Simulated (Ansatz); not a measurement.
Input of an Ansatz 0.2.0 run:

File input.yaml:

```yaml
crystal:
  lattice:
    - [-2.6975585167, 2.6975585167, 2.6975585167]
    - [2.6975585167, -2.6975585167, 2.6975585167]
    - [2.6975585167, 2.6975585167, -2.6975585167]
  atoms:
    - { symbol: K, position: [0.0, 0.0, 0.0] }
hamiltonian:
  xc: hse06
  pseudopotentials: { kind: paw, source: ansatz }
  dispersion: d3bj
kpoints:
  mp_grid: { grid: [5, 5, 5] }
scf:
  occupations: { method: fermi_dirac, width: 0.05 }
output:
  forces: true
  stress: true
  eigenvalues: true
basis:
  ecutwfc: "36.7 Ry"
```

Potentials or basis: Ansatz PAW earlier set.

The run is started by

```console
$ ansatz run input.yaml --threads 1 --pin off --max-ram 2560MiB --backend cpu --events-out ev --progress --plain --runs-dir out
```

What does it give for the band gap on the k mesh?

None (metal or under the smearing width).

Estimate the pressure.

-0.5 GPa.

Caveat: pairwise dispersion overbinds metals, which lowers pressure and volume; the PAW data sets come from PBE, with cores solved anew for the run's functional, which leaves a small shift of forces and pressure; the thresholds are loose for stress.
